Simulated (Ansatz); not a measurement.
LiF (Fm-3m), clamped-ion strain scan

These are results of Ansatz, DFT PBE, scalar-relativistic, plane waves, PAW, not measurements. The runs took a 420 eV cutoff, a Γ-centred 10×10×10 mesh and Gaussian smearing (0.05 eV). No spin polarisation. Energies are free energies at this smearing, counted from the undisturbed cell; pressure is positive in compression.

The undisturbed cell (as given, not relaxed at this level; it stands at 2.1 GPa):

```
Li F
1.0
     0.00000    2.01400    2.01400
     2.01400    0.00000    2.01400
     2.01400    2.01400    0.00000
Li F
1 1
Direct
  0.00000 0.00000 0.00000
  0.50000 0.50000 0.50000
```

The cell is strained by ε times the Voigt pattern (1, 0, 0, 0, 0, 0) (xx, yy, zz, yz, xz, xy; engineering shear) with fractional coordinates fixed.

| ε | ΔE (meV/atom) | stress summed along the pattern (GPa, tension positive) | gap on the mesh (eV) |
| --- | --- | --- | --- |
| -0.1500 | 155.5 | -51.44 | 10.33 |
| -0.1125 | 78.1 | -30.96 | 10.03 |
| -0.0750 | 32.9 | -17.20 | 9.71 |
| -0.0375 | 9.3 | -8.07 | 9.40 |
| 0.0000 | 0.0 | -2.12 | 9.09 |
| 0.0375 | -0.1 | 1.67 | 8.72 |
| 0.0750 | 5.4 | 3.99 | 8.38 |
| 0.1125 | 14.4 | 5.29 | 8.09 |
| 0.1312 | 19.7 | 5.67 | 7.96 |
| 0.1500 | 25.2 | 5.91 | 7.84 |